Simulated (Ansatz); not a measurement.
**Si (Fd-3m), ideal shear of a crystal plane**

Level of theory: Ansatz, DFT r2SCAN, scalar-relativistic, plane waves, PAW. Settings: plane waves to 500 eV, k-mesh 8×8×3 (Γ-centred), Gaussian smearing 0.05 eV. No spin polarisation. Energies are free energies at this smearing, counted from the undisturbed cell; pressure is positive in compression.

The starting cell (as given, not relaxed at this level; it stands at 0.7 GPa):

```
Si
1.0
     2.71547   -2.71547    0.00000
     2.71547    0.00000   -2.71547
     5.43094    5.43094    5.43094
Si
6
Direct
  0.66667 0.66667 0.54163
  0.00000 0.00000 0.20830
  0.33333 0.33333 0.87497
  0.66667 0.66667 0.79163
  0.00000 0.00000 0.45830
  0.33333 0.33333 0.12497
```

The cut lies on the cell's a–b face, a (1 1 1) plane (indices in the standard cell, whose axes needn't be the Cartesian ones shown) of area 12.77 Å², between layers 2.35 Å apart. Vector c is tilted by f times 1·a + 1·b (length 6.652 Å) with the atoms' Cartesian places fixed: one unrelaxed fault a cell. The traction is dγ/du, the slope of γ against the slip u in Å.

| f | γ (mJ/m²) | traction (GPa) |
| --- | --- | --- |
| 0.0000 | 0 | 0.0 |
| 0.0833 | 239 | 9.0 |
| 0.1667 | 989 | 17.0 |
| 0.2500 | 1964 | 15.9 |
| 0.3333 | 2443 | -0.2 |
| 0.4167 | 2139 | -7.9 |
| 0.5000 | 1820 | -2.6 |
| 0.5833 | 1837 | 2.5 |
| 0.6667 | 1941 | -0.5 |
| 0.7500 | 1679 | -11.1 |
| 0.8333 | 907 | -14.8 |
| 0.9167 | 228 | -8.4 |

Problem. Read off the first barrier and the stress needed to climb it, and compare with Frenkel's sinusoid.

Solution. The first sampled maximum lies at f = 0.333, a slip of 2.22 Å, with γ ≈ 2443 mJ/m², which stands in for the unstable fault energy γ_us, and the steepest sampled slope before it is 17.0 GPa. A sinusoid γ = γ_us sin²(πu/λ) with its maximum there has λ = 4.43 Å and a largest slope πγ_us/λ = 17.3 GPa (1 mJ/m² per Å = 0.01 GPa). The stand-in is too high: a rotation axis of order three or more passes through this point, so the curvature is the same in every direction of the plane and the point is a peak of the γ-surface, which slip goes round.

Problem. Is there a metastable fault on this line?

Solution. The samples dip to a local minimum of 1820 mJ/m² at f = 0.500. It lies off the rotation axes, between two maxima that lie on them, so it is most likely the pass between two peaks of the γ-surface: a saddle for slip across the line, a better estimate of γ_us, and no metastable fault.

The cut is rigid; relaxing the faces lowers these energies and usually the stresses.

The gap closes along the scan, which can put kinks into the curve.